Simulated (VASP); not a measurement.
# Ca (Fm-3m) in VASP: settings compared, part 3 of 3

VASP 6.6.1. Earlier steps stand in the parts before.

**5. Relaxation of cell and atoms, LDA**

Contents of INCAR:

```
ALGO = Normal ; EDIFF = 1E-7
EDIFFG = -0.005 ; ENCUT = 600
IBRION = 2 ; ISIF = 3
ISMEAR = 1 ; KPAR = 2
LASPH = T ; LCHARG = F
LREAL = F ; LWAVE = F
NELM = 80 ; NSW = 90
PREC = Accurate ; SIGMA = 0.1
```

Contents of KPOINTS:

```
k-points
0
Gamma
  12 12 12
```

Contents of POSCAR:

```
Ca                                      
1.0
    0.0000000000      2.6672615732      2.6672615732
    2.6672615732      0.0000000000      2.6672615732
    2.6672615732      2.6672615732     -0.0000000000
  Ca            
     1
Direct
     1.0000000000000000    1.0000000000000000    1.0000000000000000
```

Potentials or basis: VASP PAW LDA potentials, release 64 (Ca_sv).

Launch:

```console
$ cat potpaw_LDA.64/Ca_sv/POTCAR > POTCAR
$ mpirun -np 2 vasp_std > vasp.out
```

OUTCAR:

```text
EDIFF = 1E-7
   EDIFFG = -0.005
   ENCUT = 600
   IBRION = 2
   ISIF = 3
   ISMEAR = 1
   LASPH = T
   LREAL = F
   NELM = 80
   NSW = 90
   PREC = Accurate

 ion  position               nearest neighbor table
   1  0.000  0.000  0.000-

  LATTYP: Found a face centered cubic cell.
 ALAT       =     5.3345231464

  Lattice vectors:

 A1 = (   0.0000000000,   2.6672615732,   2.6672615732)
 A2 = (   2.6672615732,   0.0000000000,   2.6672615732)
 A3 = (   2.6672615732,   2.6672615732,   0.0000000000)

Analysis of symmetry for initial positions (statically):
=====================================================================
 Subroutine PRICEL returns:
 Original cell was already a primitive cell.

 Routine SETGRP: Setting up the symmetry group for a
 face centered cubic supercell.

 Subroutine GETGRP returns: Found 48 space group operations
 (whereof 48 operations were pure point group operations)
 out of a pool of 48 trial point group operations.

The static configuration has the point symmetry O_h .

Analysis of symmetry for dynamics (positions and initial velocities):
=====================================================================
 Subroutine PRICEL returns:
 Original cell was already a primitive cell.

 Routine SETGRP: Setting up the symmetry group for a
 face centered cubic supercell.

 Subroutine GETGRP returns: Found 48 space group operations
 (whereof 48 operations were pure point group operations)
 out of a pool of 48 trial point group operations.

The dynamic configuration has the point symmetry O_h .

 Subroutine INISYM returns: Found 48 space group operations
 (whereof 48 operations are pure point group operations),
 and found     1 'primitive' translations

----------------------------------------------------------------------------------------

                                     Primitive cell

  volume of cell :      37.9513

  direct lattice vectors                    reciprocal lattice vectors
     0.000000000  2.667261573  2.667261573    -0.187458180  0.187458180  0.187458180
     2.667261573  0.000000000  2.667261573     0.187458180 -0.187458180  0.187458180
     2.667261573  2.667261573  0.000000000     0.187458180  0.187458180 -0.187458180

  length of vectors
     3.772077491  3.772077491  3.772077491     0.324687092  0.324687092  0.324687092

  position of ions in fractional coordinates (direct lattice)
     0.000000000  0.000000000  0.000000000

  ion indices of the primitive-cell ions
   primitive index   ion index
                 1           1

----------------------------------------------------------------------------------------

 KPOINTS: k-points

Automatic generation of k-mesh.
 Grid dimensions read from file:
 generate k-points for:   12   12   12

 Generating k-lattice:

  Cartesian coordinates                     Fractional coordinates (reciprocal lattice)
    -0.015621515  0.015621515  0.015621515     0.083333333  0.000000000  0.000000000
     0.015621515 -0.015621515  0.015621515     0.000000000  0.083333333  0.000000000
     0.015621515  0.015621515 -0.015621515     0.000000000  0.000000000  0.083333333

  Length of vectors
     0.027057258  0.027057258  0.027057258

  Shift w.r.t. Gamma in fractional coordinates (k-lattice)
     0.000000000  0.000000000  0.000000000

 Subroutine IBZKPT returns following result:
 ===========================================

 Found     72 irreducible k-points:

 Following reciprocal coordinates:
            Coordinates               Weight
  0.000000  0.000000  0.000000      1.000000
  0.083333  0.000000  0.000000      8.000000
  0.166667  0.000000  0.000000      8.000000
  0.250000  0.000000  0.000000      8.000000
  0.333333  0.000000  0.000000      8.000000
  0.416667  0.000000  0.000000      8.000000
[... 16 lines left out ...]
  0.500000  0.166667  0.000000     24.000000
 -0.416667  0.166667  0.000000     24.000000
 [... further k-points ...]
   k-points           NKPTS =     72   k-points in BZ     NKDIM =     72   number of bands    NBANDS=      9
   number of dos      NEDOS =    301   number of ions     NIONS =      1
   total plane-waves  NPLWV =  27000
   dimension x,y,z NGX =    30 NGY =   30 NGZ =   30
   dimension x,y,z NGXF=    60 NGYF=   60 NGZF=   60
   ions per type =               1
   NGX,Y,Z   is equivalent  to a cutoff of  13.22, 13.22, 13.22 a.u.
   NGXF,Y,Z  is equivalent  to a cutoff of  26.44, 26.44, 26.44 a.u.
 SYSTEM =  unknown system
   PREC   = accura    normal or accurate (medium, high low for compatibility)
   ISTART =      0    job   : 0-new  1-cont  2-samecut
   ICHARG =      2    charge: 1-file 2-atom 10-const
   ISPIN  =      1    spin polarized calculation?
   LNONCOLLINEAR =      F non collinear calculations
   LSORBIT =      F    spin-orbit coupling
   LASPH  =      T    aspherical Exc in radial PAW
   ENCUT  =  600.0 eV  44.10 Ry    6.64 a.u.   7.53  7.53  7.53*2*pi/ulx,y,z
   NELM   =     80;   NELMIN=  2; NELMDL= -5     # of ELM steps
   EDIFF  = 0.1E-06   stopping-criterion for ELM
   LREAL  =      F    real-space projection
   EDIFFG = -.5E-02   stopping-criterion for IOM
   NSW    =     90    number of steps for IOM
   IBRION =      2    ionic relax: 0-MD 1-quasi-New 2-CG
   NFREE  =      1    steps in history (QN), initial steepest desc. (CG)
   ISIF   =      3    stress and relaxation
   ISYM   =      2    0-nonsym 1-usesym 2-fastsym
   POTIM  = 0.5000    time-step for ionic-motion
   TEBEG  =    0.0;   TEEND  =   0.0 temperature during run
   PSTRESS=    0.0 pullay stress
   NELECT =      10.0000    total number of electrons
   NUPDOWN=      -1.0000    fix difference up-down
   EMIN   =  10.00;   EMAX   =-10.00  energy-range for DOS
   EFERMI =   0.00;   METHOD = LEGACY
   ISMEAR =     1;   SIGMA  =   0.10  broadening in eV -4-tet -1-fermi 0-gaus
   EFERMI_NEDOS =   21; number of points for ismear=-14 and -15
   IALGO  =     38    algorithm
   IMIX   =      4    mixing-type and parameters
     AMIX     =   0.40;   BMIX     =  1.00
     AMIX_MAG =   1.60;   BMIX_MAG =  1.00
  volume/ion in A,a.u.               =      37.95       256.11
  Fermi-wavevector in a.u.,A,eV,Ry     =   1.049541  1.983344 14.987299  1.101535
  Thomas-Fermi vector in A             =   2.184507
   LORBIT       =      0    0 simple, 1 ext, 2 COOP (PROOUT), +10 PAW based schemes
   GGA     = CA    functional components
   LHFCALC =     F    Hartree Fock is set to
   AEXX    =    0.0000 exact exchange contribution
   IVDW    =     0    specifies the selected vdW correction
   LEPSILON=     F    determine dielectric tensor
   LRPA    =     F    only Hartree local field effects (RPA)
 conjugate gradient relaxation of ions
 non-spin polarized calculation
 Methfessel and Paxton  Order N= 1 SIGMA  =   0.10
  energy-cutoff  :      600.00
  volume of cell :       37.95
 maximum number of plane-waves:      1303
   NGX = 15   NGY = 15   NGZ = 15

 number of electron      10.0000000 magnetization

 number of electron       9.9999999 magnetization

 Free energy of the ion-electron system (eV)
  ---------------------------------------------------
  ext. energy  EPLUGINS =         0.00000000
  ---------------------------------------------------
  free energy    TOTEN  =        -2.20330057 eV

  energy without entropy =       -2.20179623  energy(sigma->0) =       -2.20279912

 E-fermi :   2.2258     XC(G=0):  -8.3136

 val. band max:        2.2151819583   @ k =  -0.3333   0.4167   0.1667
 cond. band min:       2.2328033851   @ k =  -0.3333   0.3333   0.1667
 fundamental gap:      0.0176214268
 Fermi energy:         2.2258167390

 k-point     1 :       0.0000    0.0000    0.0000
  band No.  band energies     occupation
      1     -39.1027      2.00000
      2     -20.2931      2.00000
      3     -20.2931      2.00000
      4     -20.2931      2.00000
      5      -1.9877      2.00000
      6       4.5689      0.00000
      7       4.5689      0.00000
      8       4.5689      0.00000
      9       5.7789      0.00000

 k-point     2 :       0.0833    0.0000    0.0000
  band No.  band energies     occupation
      1     -39.1011      2.00000
      2     -20.3077      2.00000
      3     -20.2950      2.00000
      4     -20.2950      2.00000
      5      -1.8569      2.00000
      6       4.4319      0.00000
      7       4.6199      0.00000
      8       4.6199      0.00000
      9       5.7348      0.00000
[... 253 lines left out ...]
 k-point    24 :      -0.4167    0.1667    0.0000
  band No.  band energies     occupation
      1     -39.0764      2.00000
      2     -20.4853      2.00000
      3     -20.3599      2.00000
      4     -20.3295      2.00000
      5       1.4852      2.00000
      6       2.2890      0.13220
      7       3.9390     -0.00000
      8       4.7628      0.00000
      9       6.3795      0.00000

 [... further k-points ...]
[... 5 lines left out ...]
  --------------------------------------------------------------------------------------
  -------------------------------------------------------------------------------------
  Total       -0.0009590     -0.0009590     -0.0009590     -0.0000000      0.0000000     -0.0000000
  in kB       -0.0404860     -0.0404860     -0.0404860     -0.0000000      0.0000000     -0.0000000
  external PRESSURE =      -0.0404860 kB  Pullay stress =       0.0000000 kB

 VOLUME and BASIS-vectors are now :
 -----------------------------------------------------------------------------
  energy-cutoff  :      600.00
  volume of cell :       37.95
      direct lattice vectors                 reciprocal lattice vectors
     0.000000000  2.667261573  2.667261573    -0.187458180  0.187458180  0.187458180
     2.667261573  0.000000000  2.667261573     0.187458180 -0.187458180  0.187458180
     2.667261573  2.667261573  0.000000000     0.187458180  0.187458180 -0.187458180

 POSITION                                       TOTAL-FORCE (eV/Angst)
 -----------------------------------------------------------------------------------
      0.00000      0.00000      0.00000        -0.000000      0.000000     -0.000000
 -----------------------------------------------------------------------------------
    total drift:                               -0.000000     -0.000000      0.000000

  FREE ENERGIE OF THE ION-ELECTRON SYSTEM (eV)
  ---------------------------------------------------
  free  energy   TOTEN  =        -2.2033005653 eV

  energy  without entropy=       -2.2017962302  energy(sigma->0) =       -2.20279912

 reached required accuracy - stopping structural energy minimisation
```

OSZICAR:

```text
N       E                     dE             d eps       ncg     rms          rms(c)
DAV:   1     0.696827436764E+02    0.69683E+02   -0.55395E+03  1296   0.113E+03
DAV:   2    -0.812520622345E+00   -0.70495E+02   -0.70206E+02  1340   0.242E+02
DAV:   3    -0.216841469018E+01   -0.13559E+01   -0.13460E+01  1956   0.368E+01
DAV:   4    -0.222515218937E+01   -0.56737E-01   -0.56703E-01  1923   0.545E+00
DAV:   5    -0.222579296109E+01   -0.64077E-03   -0.64015E-03  2065   0.447E-01    0.221E+00
DAV:   6    -0.220927057088E+01    0.16522E-01   -0.17382E-02  1624   0.158E+00    0.134E+00
DAV:   7    -0.220380975693E+01    0.54608E-02   -0.20822E-02  1645   0.191E+00    0.104E-01
DAV:   8    -0.220330064623E+01    0.50911E-03   -0.25041E-03  1540   0.526E-01    0.198E-02
DAV:   9    -0.220330033949E+01    0.30674E-06   -0.86573E-05  1975   0.912E-02    0.311E-03
DAV:  10    -0.220330068693E+01   -0.34745E-06   -0.44195E-06  1837   0.191E-02    0.744E-04
DAV:  11    -0.220330056823E+01    0.11870E-06   -0.13936E-07  1463   0.411E-03    0.198E-04
DAV:  12    -0.220330056528E+01    0.29454E-08   -0.10856E-08   888   0.641E-04
   1 F= -.22033006E+01 E0= -.22027991E+01  d E =-.220330E+01
```

It took 10 s on 2 MPI ranks of Intel Xeon Platinum 8375C at 2.90GHz (Ice Lake), shared host; peak memory 0.16 GiB.

Results:

```
Free energy             : -2.2033 eV
Pressure after relaxing : 0.0 GPa
Band gap on the k mesh  : none (metal or under the smearing width)
```

Final structure:
```xyz
1
Lattice="0.0000 2.6673 2.6673 2.6673 0.0000 2.6673 2.6673 2.6673 0.0000" Properties=species:S:1:pos:R:3 pbc="T T T"
Ca    0.0000    0.0000    0.0000
```

Caveat: the relaxation stopped at its first step, so nothing moved.

**6. Relaxation of cell and atoms, PBE**

This run uses another cell than the first one, of 43.63 Å³/atom, 1.150 times its volume.

Contents of INCAR:

```
ALGO = Normal
EDIFF = 1E-6
EDIFFG = -0.01
ENCUT = 600
GGA = PE
IBRION = 2
ISIF = 3
ISMEAR = 1
LASPH = T
LCHARG = F
LREAL = F
LWAVE = F
NELM = 80
NSW = 90
PREC = Accurate
SIGMA = 0.1
```

KPOINTS is that of step 5.

Contents of POSCAR:

```
Ca
1.0
    0.0000000000      2.7942000000      2.7942000000
    2.7942000000      0.0000000000      2.7942000000
    2.7942000000      2.7942000000      0.0000000000
Ca
1
Direct
    0.0000000000      0.0000000000      0.0000000000
```

Potentials or basis: VASP PAW PBE potentials, release 64 (Ca_sv).

Launch:

```console
$ cat potpaw_PBE.64/Ca_sv/POTCAR > POTCAR
$ mpirun -np 1 vasp_std > vasp.out
```

Wall time 52 s (1 thread of Intel Xeon Platinum 8259CL at 2.50GHz (Skylake/Cascade Lake), shared host); peak memory 0.2 GiB.

The run converged. Its results:

| Property | Result |
| --- | --- |
| Free energy | -1.9275 eV |
| Relaxed volume | 42.24 Å³/atom |
| Relaxed cell | a = 3.909 Å, b = 3.909 Å, c = 3.909 Å, α = 60.00°, β = 60.00°, γ = 60.00° |
| Space group after relaxing (to 0.05 Å) | Fm-3m (No. 225) |
| Energy gained by relaxing | 2.1 meV/atom |
| Ionic steps | 3 |
| Pressure after relaxing | 0.0 GPa |
| Band gap on the k mesh | none (metal or under the smearing width) |

Step by step:
| step | energy change (eV) | largest force (eV/Å) | pressure (GPa) | volume (Å³) |
| --- | --- | --- | --- | --- |
| 1 | 0.0000 | 0.0000 | -0.52 | 43.63 |
| 2 | -0.0019 | 0.0000 | -0.17 | 42.74 |
| 3 | -0.0021 | 0.0000 | 0.03 | 42.24 |

Final structure:
```cif
data_structure
_symmetry_space_group_name_H-M 'P 1'
_symmetry_Int_Tables_number 1
_cell_length_a 3.9090
_cell_length_b 3.9090
_cell_length_c 3.9090
_cell_angle_alpha 60.000
_cell_angle_beta 60.000
_cell_angle_gamma 60.000
_cell_volume 42.24
loop_
_atom_site_label
_atom_site_type_symbol
_atom_site_fract_x
_atom_site_fract_y
_atom_site_fract_z
_atom_site_occupancy
Ca1 Ca 0.00000 0.00000 0.00000 1
```

Levels at points of the mesh, in eV from the Fermi level:
| k point | band 2 | band 3 | band 4 | band 5 | band 6 | band 7 | band 8 | band 9 |
| --- | --- | --- | --- | --- | --- | --- | --- | --- |
| (0.00, 0.00, 0.00) | -22.94 | -22.94 | -22.94 | -4.02 | 2.33 | 2.33 | 2.33 | 3.40 |
| (0.50, 0.00, 0.00) | -23.08 | -22.96 | -22.96 | -0.99 | -0.16 | 2.22 | 2.22 | 4.09 |
| (0.50, 0.50, 0.00) | -23.07 | -22.99 | -22.99 | -0.45 | 0.58 | 0.97 | 4.08 | 4.27 |

**7. The runs side by side**

```tsv
task	level	potentials or basis	cell	k mesh	cutoff (eV)	gap on the mesh (eV)	pressure (GPa)
relaxation of cell and atoms	LDA	VASP PAW LDA potentials, release 64 (Ca_sv)	relaxed	12 × 12 × 12	600	none	0.0
single point	PBE	VASP PAW PBE potentials, release 64 (Ca_sv)	Fm-3m, 43.63 Å³/atom	6 × 6 × 6	520	none	-0.7
relaxation of cell and atoms	PBE	VASP PAW PBE potentials, release 64 (Ca_sv)	relaxed	12 × 12 × 12	600	none	0.0
```

Alike in all rows: no spin polarisation; smearing methfessel-paxton 0.1 eV.

Caveats: the relaxation stopped at its first step, so nothing moved (some runs).

Total energies depend on the potentials used, so only differences within one code and one set of settings carry meaning.
